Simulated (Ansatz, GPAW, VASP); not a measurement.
# TiTe: 3 runs at one level of theory

```
Ti Te
1.0
     0.00000    3.05007    3.05007
     3.05007    0.00000    3.05007
     3.05007    3.05007    0.00000
Ti Te
1 1
Cartesian
  3.0501 3.0501 3.0501
  0.0000 0.0000 0.0000
```

The cell comes from a database or a generator and needn't be the stable form of this composition.

Alike in all runs: task single point; functional r2SCAN; k mesh 8 × 8 × 8; occupations fermi-dirac, width 0.05 eV; no spin polarisation; no spin-orbit coupling. A missing gap at this level doesn't show that the real crystal is a metal. Pressure is positive in compression and, in plane waves, holds the error of the finite cutoff, which Ansatz's Pulay term estimates and takes out.

```csv
program and potentials,plane-wave cutoff (eV),notes,band gap (eV),pressure (GPa)
"Ansatz, Ansatz PAW",500,"potentials made for PBE, which Ansatz adapts in part; 14 valence electrons an atom on average; Pulay term of +0.05 GPa included",no gap,-11.40
"GPAW, GPAW PAW data sets (gpaw-data 1.2.1)",600,potentials made for PBE; 9 valence electrons an atom on average,no gap,-11.70
"VASP, PBE PAW files Te, Ti_sv, 520 eV",520,potentials made for PBE; 9 valence electrons an atom on average,-,-11.33
```

None finds a gap. The pressure spans -11.70 (GPAW, GPAW PAW data sets (gpaw-data 1.2.1)) to -11.33 GPa (VASP, PBE PAW files Te, Ti_sv, 520 eV). The cell lies far from this level's equilibrium.

Differences between rows come from potentials, basis sets and numerical settings, since the functional is the same but for its coding. Runs on potential files found faulty are left out.

The negative pressure, between -11.70 and -11.33 GPa, means that this rocksalt cell is stretched and would contract if relaxed. The three codes differ little compared with the size of that tension, so its sign and rough magnitude don't hinge on the choice of potentials. The inward pull probably comes from Ti–Te contacts longer than their preferred length, where Te 5p–Ti 3d covalency and electrostatic attraction outweigh the short-range repulsion.

The missing gap in the two runs that report one fits simple electron counting. Formally divalent Ti keeps two d electrons, which in octahedral coordination enter the t2g-derived bands and fill them only in part. Te 5p–Ti 3d mixing makes the ionic count approximate without removing this partial filling. Expansion weakens the d–d and p–d overlap and so narrows these bands, which suggests that a spin-polarised solution could compete at this volume. A single volume of one structure gives neither the equilibrium lattice constant nor the energy relative to the NiAs-type arrangement known for titanium monotelluride.
